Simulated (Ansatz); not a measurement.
# AlN: the cost of one run

Program: Ansatz 0.2.0. Level of theory: DFT PBE, scalar-relativistic, plane waves, PAW. These are calculated values, not measurements.

3 further runs of the same task are left out: 1 that didn't finish, 2 set aside as unsound or not needed.

## (1) The system as given

Symmetry: F-43m, No. 216, cubic system. The conventional cell has a = 4.403 Å, b = 4.403 Å, c = 4.403 Å, α = 90.00°, β = 90.00°, γ = 90.00°. Around Al (site symmetry -43m) lie 4 N at 1.91 Å. N (site symmetry -43m) has 4 Al at 1.91 Å as nearest neighbours.

As a file:

```cif
data_structure
_symmetry_space_group_name_H-M 'F-43m'
_symmetry_Int_Tables_number 216
_cell_length_a 4.4032
_cell_length_b 4.4032
_cell_length_c 4.4032
_cell_angle_alpha 90.000
_cell_angle_beta 90.000
_cell_angle_gamma 90.000
_cell_volume 85.37
loop_
_atom_site_label
_atom_site_type_symbol
_atom_site_symmetry_multiplicity
_atom_site_Wyckoff_symbol
_atom_site_fract_x
_atom_site_fract_y
_atom_site_fract_z
_atom_site_occupancy
Al1 Al 4 a 0.00000 0.00000 0.00000 1
N1 N 4 c 0.25000 0.25000 0.25000 1
```

It goes back to an entry of the Materials Project, which need not be the stable form.

It is the result of an earlier relaxation at this level (volume 10.67 Å³/atom; gap on the mesh: 3.31 eV).

## (2) Zero of energy

Reference values: F = -924.2111 eV; pressure 0.00 GPa; largest force 0.000 eV/Å; gap on the mesh 3.31 eV. It was computed beforehand with the settings of the runs below.

## (3) Setting up shifting one sublattice

Every N atom is moved by x along the Cartesian unit vector (1.000, 0.000, 0.000); the cell and all other atoms stay fixed. Forces below are components along that vector, summed over the moved atoms.

## (4) At x = -0.500 Å

Contents of input.yaml:

```yaml
crystal:
  lattice:
    - [0.0, 2.2015871006, 2.2015871006]
    - [2.2015871006, 0.0, 2.2015871006]
    - [2.2015871006, 2.2015871006, 0.0]
  atoms:
    - { symbol: Al, position: [0.0, 0.0, 0.0] }
    - { symbol: "N", position: [0.8635544444, 0.6364455556, 0.6364455556] }
basis:
  ecutwfc: 420
kpoints:
  mp_grid: { grid: [10, 10, 10] }
hamiltonian:
  xc: pbe
scf:
  occupations: { method: gaussian, width: 0.05 }
output:
  forces: true
  stress: true
  eigenvalues: true
```

On the command line:

```
$ ansatz run input.yaml --threads 1 --pin off --max-ram 2560MiB --backend cpu --events-out ev --progress --plain --runs-dir out
```

Q: Estimate wall time and peak memory on 1 thread of AMD EPYC 7R43 (Zen 3), shared host.

About 2.9 s, with a peak of 0.37 GiB.
